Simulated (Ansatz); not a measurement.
**O started on a Si site in diamond Si, 64 atoms, charge 0**

Wanted: geometry, formation energy and gap levels of the defect, compared across PBEsol, HSE06 and r²SCAN.

All numbers are computed with Ansatz 0.2.0 (PAW, plane waves).

### 1 The system as built

64 atoms (63 Si, 1 O); a = 10.866 Å, b = 10.866 Å, c = 10.866 Å, α = 90.00°, β = 90.00°, γ = 90.00°. All atoms were shaken off their sites by about 0.02 Å along each axis. Defect site 1: (0.500, 0.500, 0.500).

Steps to follow: (2) PBEsol relaxation at the single k point (¼, ¼, ¼), on 7 threads of Arm Neoverse-V2; (3) HSE06 single point at the single k point (¼, ¼, ¼), on 7 threads of Arm Neoverse-V2; (4) r²SCAN single point at the single k point (¼, ¼, ¼), on 7 threads of Arm Neoverse-V2.

### 2 Relaxation of the positions (PBEsol)

The input, in.yaml:

```yaml
crystal:
  lattice:
    - [10.865579, 0.000000, 0.000000]
    - [0.000000, 10.865579, 0.000000]
    - [0.000000, 0.000000, 10.865579]
  atoms:
    - { symbol: Si, position: [0.997266, 0.001438, 0.999335] }
    - { symbol: Si, position: [0.999152, 0.998631, 0.499963] }
    - { symbol: Si, position: [0.002180, 0.503906, 0.001002] }
    - { symbol: Si, position: [0.003128, 0.500284, 0.497198] }
    - { symbol: Si, position: [0.495602, 0.001914, 0.998418] }
    - { symbol: Si, position: [0.502076, 0.001110, 0.499363] }
    - { symbol: Si, position: [0.502428, 0.501343, 0.996552] }
    - { symbol: Si, position: [0.123557, 0.125026, 0.126442] }
    - { symbol: Si, position: [0.127653, 0.127876, 0.625910] }
    - { symbol: Si, position: [0.124715, 0.626405, 0.123350] }
    - { symbol: Si, position: [0.122003, 0.623492, 0.627011] }
    - { symbol: Si, position: [0.627621, 0.125232, 0.125461] }
    - { symbol: Si, position: [0.624047, 0.125054, 0.624454] }
    - { symbol: Si, position: [0.622047, 0.625048, 0.124057] }
    - { symbol: Si, position: [0.623803, 0.630854, 0.624889] }
    - { symbol: Si, position: [0.254289, 0.253293, 0.998353] }
    - { symbol: Si, position: [0.249445, 0.252396, 0.501245] }
    - { symbol: Si, position: [0.253386, 0.750662, 0.999043] }
    - { symbol: Si, position: [0.248259, 0.747717, 0.497814] }
    - { symbol: Si, position: [0.753564, 0.251966, 0.002733] }
    - { symbol: Si, position: [0.749293, 0.251156, 0.501859] }
    - { symbol: Si, position: [0.748523, 0.753437, 0.999886] }
    - { symbol: Si, position: [0.751726, 0.752406, 0.500767] }
    - { symbol: Si, position: [0.374009, 0.375596, 0.124270] }
    - { symbol: Si, position: [0.374328, 0.375044, 0.621450] }
    - { symbol: Si, position: [0.374908, 0.874162, 0.128574] }
    - { symbol: Si, position: [0.372360, 0.877266, 0.623954] }
    - { symbol: Si, position: [0.873773, 0.375061, 0.122253] }
    - { symbol: Si, position: [0.876547, 0.376550, 0.623947] }
    - { symbol: Si, position: [0.876354, 0.873961, 0.123237] }
    - { symbol: Si, position: [0.874033, 0.876123, 0.621956] }
    - { symbol: Si, position: [0.251933, 0.001254, 0.252169] }
    - { symbol: Si, position: [0.246319, 0.003970, 0.752791] }
    - { symbol: Si, position: [0.252129, 0.499339, 0.249701] }
    - { symbol: Si, position: [0.250945, 0.500558, 0.749463] }
    - { symbol: Si, position: [0.748802, 0.003075, 0.247537] }
    - { symbol: Si, position: [0.749060, 0.000098, 0.751212] }
    - { symbol: Si, position: [0.746256, 0.501572, 0.248117] }
    - { symbol: Si, position: [0.749595, 0.499795, 0.747427] }
    - { symbol: Si, position: [0.377141, 0.123618, 0.374712] }
    - { symbol: Si, position: [0.380630, 0.125786, 0.877227] }
    - { symbol: Si, position: [0.376316, 0.627587, 0.371603] }
    - { symbol: Si, position: [0.373566, 0.624732, 0.871778] }
    - { symbol: Si, position: [0.872999, 0.126626, 0.374350] }
    - { symbol: Si, position: [0.874342, 0.123601, 0.875622] }
    - { symbol: Si, position: [0.875300, 0.625814, 0.378329] }
    - { symbol: Si, position: [0.877311, 0.628735, 0.876088] }
    - { symbol: Si, position: [0.000724, 0.251103, 0.247935] }
    - { symbol: Si, position: [0.001844, 0.250266, 0.748804] }
    - { symbol: Si, position: [0.003368, 0.751229, 0.248173] }
    - { symbol: Si, position: [0.000053, 0.750940, 0.751850] }
    - { symbol: Si, position: [0.500684, 0.249803, 0.248665] }
    - { symbol: Si, position: [0.502014, 0.250967, 0.750537] }
    - { symbol: Si, position: [0.502210, 0.751522, 0.250799] }
    - { symbol: Si, position: [0.500177, 0.750963, 0.749801] }
    - { symbol: Si, position: [0.125768, 0.376082, 0.374062] }
    - { symbol: Si, position: [0.125146, 0.373959, 0.872320] }
    - { symbol: Si, position: [0.122115, 0.871904, 0.376458] }
    - { symbol: Si, position: [0.124573, 0.876133, 0.874550] }
    - { symbol: Si, position: [0.624421, 0.378879, 0.374571] }
    - { symbol: Si, position: [0.624057, 0.372478, 0.876615] }
    - { symbol: Si, position: [0.624820, 0.875195, 0.373473] }
    - { symbol: Si, position: [0.624855, 0.875682, 0.877659] }
    - { symbol: O, position: [0.496998, 0.502708, 0.497783] }
  symmetry: { detect: false }
kpoints:
  mp_grid: { grid: [1, 1, 1], shift: [0.25, 0.25, 0.25] }
hamiltonian:
  xc: pbesol
scf:
  occupations: { method: fermi_dirac, width: 0.01 }
relax:
  f_tol: 0.03
  max_steps: 80
  escape_saddle: false
  adjacent_minimum: "off"
output:
  forces: true
  eigenvalues: true
  populations: true
```

Launch:

```
$ ansatz run in.yaml --threads 7 --pin off --max-ram 13300MiB --runs-dir r --events-out ev --progress --plain
```

After this run come: HSE06 single point; Single point with r²SCAN.

Q: Predict the outcome of this session. Wanted: for each run, formation energy; host gap; top filled to lowest empty.

The runs gave:

| level | time | formation energy (eV) | host gap (eV) | top filled to lowest empty (eV) |
| --- | --- | --- | --- | --- |
| PBEsol, relaxation | 2.4 min (7 CPU threads) | -0.75 | 0.57 | 0.87 |
| HSE06 | 4.4 min (7 CPU threads) | -0.24 | 1.32 | 1.39 |
| r²SCAN | 50 s (7 CPU threads) | -0.57 | 0.89 | 1.03 |

| quantity | value |
| --- | --- |
| relaxation | 16 recorded steps, 1.89 eV gained |
| largest shift | 0.94 Å (O64) |

**In words.** The relaxation lowers the energy by 1.89 eV; the largest shift is 0.94 Å (O64). The formation energy goes from -0.75 eV (PBEsol) to -0.24 eV (HSE06). The reservoirs are the elements' reference phases; where the defect changes the composition, the value depends on that choice. r²SCAN puts 1 localised level over 0.1 eV inside the gap, at 0.63 (empty) eV, the tightest of them shared by about 10 atoms. The HSE06 single point took about 5.4 times as long as the r²SCAN one on the same kind of device. The host's edges were read at Γ, so band-like levels at this k point need not coincide with them. One k point and a cell of this size can leave errors of several tenths of an eV.
